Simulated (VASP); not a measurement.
# Ru in VASP: notebook

One slab, Ru, is run at these levels: PBE; tasks: single point, relaxation of the atoms.

All numbers are computed with VASP 6.6.1; they aren't measurements. Logs are shortened: lines on timing, memory, paths and dates and some standing lists are left out, and cuts for length are marked.

## 1. The structure

The cell holds a slab with vacuum, 7 atoms: a = 2.706 Å, b = 2.706 Å, c = 30.246 Å, α = 90.00°, β = 90.00°, γ = 60.00°.

The cell was built by a generator and needn't be a form met in nature.

## 2. Single point, PBE

Contents of INCAR:

```
ALGO = Fast
DIPOL = 0.5 0.5 0.500
EDIFF = 1E-6
ENCUT = 520
GGA = PE
IDIPOL = 3
ISIF = 2
ISMEAR = 0
LASPH = True
LCHARG = True
LDIPOL = True
LELF = True
LREAL = False
LVACPOTAV = True
LVHAR = True
LWAVE = False
NBANDS = 58
NELM = 60
PREC = Accurate
SIGMA = 0.1
```

Contents of KPOINTS:

```
k-points
0
Gamma
  8 8 1
```

Contents of POSCAR:

```
Ru
1.0
    2.7060000000      0.0000000000      0.0000000000
    1.3530000000      2.3434647426      0.0000000000
    0.0000000000      0.0000000000     30.2460000000
Ru
7
Direct
    0.0000000000      0.0000000000      0.2887300500
    0.3333333333      0.3333333333      0.3569715312
    0.0000000000      0.0000000000      0.4285828064
    0.3333333333      0.3333333333      0.5000000002
    0.0000000000      0.0000000000      0.5714171912
    0.3333333333      0.3333333333      0.6430284706
    0.0000000000      0.0000000000      0.7112699504
```

Potentials or basis: VASP PAW PBE potentials, release 64 (Ru_pv).

Command:

```console
> cat potpaw_PBE.64/Ru_pv/POTCAR > POTCAR
> mpirun -np 1 vasp_std > vasp.out
```

OUTCAR:

```text
EDIFF = 1E-6
   ENCUT = 520
   GGA = PE
   ISIF = 2
   ISMEAR = 0
   LASPH = True
   LREAL = False
   NELM = 60
   PREC = Accurate

 ion  position               nearest neighbor table
   1  0.000  0.000  0.289-   2 2.59   2 2.59   2 2.59
   2  0.333  0.333  0.357-   1 2.59   1 2.59   1 2.59   3 2.67   3 2.67   3 2.67
   3  0.000  0.000  0.429-   4 2.67   4 2.67   4 2.67   2 2.67   2 2.67   2 2.67
   4  0.333  0.333  0.500-   5 2.67   5 2.67   5 2.67   3 2.67   3 2.67   3 2.67
   5  0.000  0.000  0.571-   4 2.67   4 2.67   4 2.67   6 2.67   6 2.67   6 2.67
   6  0.333  0.333  0.643-   7 2.59   7 2.59   7 2.59   5 2.67   5 2.67   5 2.67
   7  0.000  0.000  0.711-   6 2.59   6 2.59   6 2.59

  LATTYP: Found a hexagonal cell.
 ALAT       =     2.7060000000
 C/A-ratio  =    11.1773835922

  Lattice vectors:

 A1 = (  -1.3530000000,  -2.3434647426,   0.0000000000)
 A2 = (   2.7060000000,   0.0000000000,   0.0000000000)
 A3 = (   0.0000000000,   0.0000000000,  30.2460000000)

Analysis of symmetry for initial positions (statically):
=====================================================================
 Subroutine PRICEL returns:
 Original cell was already a primitive cell.

 Routine SETGRP: Setting up the symmetry group for a
 hexagonal supercell.

 Subroutine GETGRP returns: Found 12 space group operations
 (whereof 12 operations were pure point group operations)
 out of a pool of 24 trial point group operations.

The static configuration has the point symmetry D_3h.

Analysis of symmetry for dynamics (positions and initial velocities):
=====================================================================
 Subroutine PRICEL returns:
 Original cell was already a primitive cell.

 Routine SETGRP: Setting up the symmetry group for a
 hexagonal supercell.

 Subroutine GETGRP returns: Found 12 space group operations
 (whereof 12 operations were pure point group operations)
 out of a pool of 24 trial point group operations.

The dynamic configuration has the point symmetry D_3h.

 Subroutine INISYM returns: Found 12 space group operations
 (whereof 12 operations are pure point group operations),
 and found     1 'primitive' translations

----------------------------------------------------------------------------------------

                                     Primitive cell
[... 93 lines left out ...]
   ISYM   =      2    0-nonsym 1-usesym 2-fastsym
   POTIM  = 0.5000    time-step for ionic-motion
   TEBEG  =    0.0;   TEEND  =   0.0 temperature during run
   PSTRESS=    0.0 pullay stress
   NELECT =      98.0000    total number of electrons
   NUPDOWN=      -1.0000    fix difference up-down
   EMIN   =  10.00;   EMAX   =-10.00  energy-range for DOS
   EFERMI =   0.00;   METHOD = LEGACY
   ISMEAR =     0;   SIGMA  =   0.10  broadening in eV -4-tet -1-fermi 0-gaus
   EFERMI_NEDOS =   21; number of points for ismear=-14 and -15
   IALGO  =     68    algorithm
   IMIX   =      4    mixing-type and parameters
     AMIX     =   0.40;   BMIX     =  1.00
     AMIX_MAG =   1.60;   BMIX_MAG =  1.00
  volume/ion in A,a.u.               =      27.40       184.91
  Fermi-wavevector in a.u.,A,eV,Ry     =   1.308776  2.473229 23.305362  1.712896
  Thomas-Fermi vector in A             =   2.439420
   LORBIT       =      0    0 simple, 1 ext, 2 COOP (PROOUT), +10 PAW based schemes
   GGA     = PE    functional components
   LHFCALC =     F    Hartree Fock is set to
   AEXX    =    0.0000 exact exchange contribution
   IVDW    =     0    specifies the selected vdW correction
   LEPSILON=     F    determine dielectric tensor
   LRPA    =     F    only Hartree local field effects (RPA)
 non-spin polarized calculation
 RMM-DIIS sequential band-by-band and
 Gauss-broadening in eV      SIGMA  =   0.10
  energy-cutoff  :      520.00
  volume of cell :      191.80
 maximum number of plane-waves:      5217
   NGX =  9   NGY =  9   NGZ =113

 dipolmoment           0.000000      0.000000     -0.000000 electrons x Angstroem

 number of electron      97.9999992 magnetization

 dipolmoment           0.000000      0.000000      0.000000 electrons x Angstroem

 Free energy of the ion-electron system (eV)
  ---------------------------------------------------
  ext. energy  EPLUGINS =         0.00000000
  ---------------------------------------------------
  free energy    TOTEN  =       -62.58884738 eV

  energy without entropy =      -62.54448715  energy(sigma->0) =      -62.56666727

 E-fermi :   3.8689     XC(G=0):  -7.6662

 val. band max:        3.8458625998   @ k =   0.2500   0.1250   0.0000
 cond. band min:       3.8697359296   @ k =   0.5000   0.1250   0.0000
 fundamental gap:      0.0238733298
 Fermi energy:         3.8689415456

 k-point     1 :       0.0000    0.0000    0.0000
  band No.  band energies     occupation
      1     -39.7359      2.00000
      2     -39.6759      2.00000
      3     -39.4128      2.00000
      4     -39.0929      2.00000
      5     -38.9405      2.00000
      6     -38.9405      2.00000
[... 599 lines left out ...]
     57       9.9923      0.00000
     58      10.8609      0.00000

------------------------ aborting loop because EDIFF is reached ----------------------------------------

  FORCE on cell =-STRESS in cart. coord.  units (eV):
  Direction    XX          YY          ZZ          XY          YZ          ZX
  --------------------------------------------------------------------------------------
  -------------------------------------------------------------------------------------
  Total       -0.5543852     -0.5543852     -0.0009707      0.0000000      0.0000000      0.0000000
  in kB       -4.6309280     -4.6309280     -0.0081086      0.0000000      0.0000000      0.0000000
  external PRESSURE =      -3.0899882 kB  Pullay stress =       0.0000000 kB

 VOLUME and BASIS-vectors are now :
 -----------------------------------------------------------------------------
  energy-cutoff  :      520.00
  volume of cell :      191.80
      direct lattice vectors                 reciprocal lattice vectors
     2.706000000  0.000000000  0.000000000     0.369549150 -0.213359301  0.000000000
     1.353000000  2.343464743  0.000000000     0.000000000  0.426718603  0.000000000
     0.000000000  0.000000000 30.246000000     0.000000000  0.000000000  0.033062223

 POSITION                                       TOTAL-FORCE (eV/Angst)
 -----------------------------------------------------------------------------------
      0.00000      0.00000      8.73293         0.000000     -0.000000     -0.012078
      1.35300      0.78115     10.79696        -0.000000      0.000000      0.008105
      0.00000      0.00000     12.96292        -0.000000     -0.000000     -0.000373
      1.35300      0.78115     15.12300         0.000000      0.000000      0.000000
      0.00000      0.00000     17.28308        -0.000000     -0.000000      0.000373
      1.35300      0.78115     19.44904         0.000000      0.000000     -0.008105
      0.00000      0.00000     21.51307         0.000000     -0.000000      0.012078
 -----------------------------------------------------------------------------------
    total drift:                                0.000001      0.000000     -0.000000

  FREE ENERGIE OF THE ION-ELECTRON SYSTEM (eV)
  ---------------------------------------------------
  free  energy   TOTEN  =       -62.5888473825 eV

  energy  without entropy=      -62.5444871507  energy(sigma->0) =      -62.56666727

 vacuum level on the upper side and lower side of the slab         8.883         8.883
```

OSZICAR:

```text
N       E                     dE             d eps       ncg     rms          rms(c)
DAV:   1     0.113943062912E+04    0.11394E+04   -0.62382E+04  1400   0.168E+03
DAV:   2    -0.263490961903E+02   -0.11658E+04   -0.11329E+04  1236   0.514E+02
DAV:   3    -0.656106358739E+02   -0.39262E+02   -0.37766E+02  1580   0.879E+01
[... 24 lines left out ...]
RMM:  28    -0.625888393176E+02   -0.31782E-05   -0.52420E-06   637   0.203E-03    0.146E-03
RMM:  29    -0.625888423392E+02   -0.30217E-05   -0.42059E-06   520   0.158E-03    0.104E-03
RMM:  30    -0.625888452046E+02   -0.28654E-05   -0.20156E-06   419   0.131E-03    0.229E-04
RMM:  31    -0.625888467480E+02   -0.15434E-05   -0.13312E-06   354   0.118E-03    0.272E-04
RMM:  32    -0.625888473825E+02   -0.63447E-06   -0.78398E-07   292   0.109E-03
   1 F= -.62588847E+02 E0= -.62566667E+02  d E =-.443602E-01
```

stdout:

```text
POSCAR found type information on POSCAR Ru
 POSCAR found :  1 types and       7 ions
 scaLAPACK will be used
 LDA part: xc-table for (Slater+PW92), standard interpolation
 POSCAR, INCAR and KPOINTS ok, starting setup
 FFT: planning ... GRIDC
 FFT: planning ... GRID_SOFT
 FFT: planning ... GRID
 WAVECAR not read
 entering main loop
 -----------------------------------------------------------------------------
|                                                                             |
|           W    W    AA    RRRRR   N    N  II  N    N   GGGG   !!!           |
|           W    W   A  A   R    R  NN   N  II  NN   N  G    G  !!!           |
|           W    W  A    A  R    R  N N  N  II  N N  N  G       !!!           |
|           W WW W  AAAAAA  RRRRR   N  N N  II  N  N N  G  GGG   !            |
|           WW  WW  A    A  R   R   N   NN  II  N   NN  G    G                |
|           W    W  A    A  R    R  N    N  II  N    N   GGGG   !!!           |
|                                                                             |
|     Did not find any points to average over, which means that no vacuum     |
|     field-free region was found. Please increase the size of  your cell     |
|     in the dimension of the dipole correction to obtain accurate            |
|     workfunction values.                                                    |
|                                                                             |
 -----------------------------------------------------------------------------
```

It took 6 min on 1 thread of AMD EPYC 7R13 (Zen 3), shared host; peak memory 0.3 GiB.

Results:

```
Free energy                     : -62.5888 eV
Largest force                   : 0.012 eV/Å
Band gap on the k mesh          : none (metal or under the smearing width)
Work function of the upper face : 5.01 eV
Work function of the lower face : 5.01 eV
```

Forces on the atoms (eV/Å):
```
Ru   0.000  0.000 -0.012
Ru   0.000  0.000  0.008
Ru   0.000  0.000  0.000
Ru   0.000  0.000  0.000
Ru   0.000  0.000  0.000
Ru   0.000  0.000 -0.008
Ru   0.000  0.000  0.012
```

(Part 1 of 2 ends here.)
